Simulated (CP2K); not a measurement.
CdSe:

```
Cd Se
1.0
     4.34202    0.00000    0.00000
     2.17101    3.76030    0.00000
     2.17101    1.25343    3.54524
Cd Se
1 1
Direct
  0.00000 0.00000 0.00000
  0.25000 0.25000 0.25000
```

Measurements of this composition are mostly on another form, of space group No. 186.

Base run:

| Item | Value |
| --- | --- |
| Program | CP2K 2026.2 |
| Functional | PBE |
| Potentials or basis | POTENTIAL_UZH Cd GTH-PBE-q12, Se GTH-PBE-q6; TZVP-MOLOPT-PBE-GTH basis |
| Density cutoff | 9184 eV |
| k mesh | 8 × 8 × 8 |
| Occupations | fermi-dirac, width 0.05 eV |
| Spin | no spin polarisation |

Its results: band gap on the k mesh 0.55 eV, direct; pressure 1.8 GPa.

Q: The run is repeated on the same cell with these changes: functional from PBE to BEEF-vdW. What comes out?

A: Band gap on the k mesh 0.68 eV, direct; pressure 2.9 GPa.

Caveats: the basis of atomic orbitals isn't converged, which shifts pressures, moduli and gaps; the potentials were made for another functional, which shifts forces and pressure (some runs).

